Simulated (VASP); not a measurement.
Mn, 1 atom in the cell. Symmetry: Pm-3m, No. 221, cubic system. The conventional cell has a = 2.287 Å, b = 2.287 Å, c = 2.287 Å, α = 90.00°, β = 90.00°, γ = 90.00°. Around Mn (site symmetry m-3m) lie 6 Mn at 2.29 Å. This isn't the form of Mn at room conditions, which is a 58-atom cubic cell.

```yaml
Program: VASP 6.6.1
Task: single point
Functional: PBE
Potentials_or_basis: VASP PAW PBE potentials, release 64 (Mn_pv)
Cutoff: 520 eV
k_mesh: 16 × 16 × 16
Occupations: fermi-dirac, width 0.1 eV
Spin: collinear spin, typed start
Starting_moments: "[3.0] μB"
Dipole_correction: no
Further_INCAR_settings: ALGO = Normal; EDIFF = 1e-06; NBANDS = 16
```

Potentials or basis: VASP PAW PBE potentials, release 64 (Mn_pv).

Launch:

```console
$ cat potpaw_PBE.64/Mn_pv/POTCAR > POTCAR
$ mpirun -np 1 vasp_std > vasp.out
```

Hardware: 1 thread of Intel(R) Xeon(R) Platinum 8488C (Sapphire Rapids), on a shared host.

How long does it take, and how much memory?

Wall time 37 s on 1 thread of Intel(R) Xeon(R) Platinum 8488C (Sapphire Rapids), with other jobs on the host, peak memory 0.16 GiB. Counts: scf iterations 16, k points 165.
